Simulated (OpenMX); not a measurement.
Runs of OpenMX 3.8.5 on HfN. It takes space group Fm-3m (No. 225, cubic). The conventional cell has a = 4.571 Å, b = 4.571 Å, c = 4.571 Å, α = 90.00°, β = 90.00°, γ = 90.00°. Around Hf (site symmetry m-3m) lie 6 N at 2.29 Å. N (site symmetry m-3m) has 6 Hf at 2.29 Å as nearest neighbours. 

```csv
cell,gap on the mesh (eV),pressure (GPa)
"Fm-3m, 11.94 Å³/atom",none,-5.0
"Fm-3m, 10.56 Å³/atom",none,(b)
"Fm-3m, 11.48 Å³/atom",none,5.4
"Fm-3m, 11.02 Å³/atom",none,(a)
"Fm-3m, 10.1 Å³/atom",none,53.9
"Fm-3m, 12.4 Å³/atom",none,-13.8
```

Alike in all rows: task single point; level PBE; potentials or basis OpenMX 2013 PBE set, Hf7.0-s3p2d2f1, N6.0-s2p2d1, grid cutoff 400 Ry; no spin polarisation; k mesh 7 × 7 × 7; smearing fermi-dirac 0.05 eV.

Task: Fill in the values left out.

Result: (a) 18.5; (b) 34.6.

Caveats: the basis of atomic orbitals isn't converged, which shifts pressures, moduli and gaps.

A k mesh can miss the band edges, and the runs leave out spin-orbit coupling on Hf.

A gap of «none» marks a metal or a gap under the smearing width.
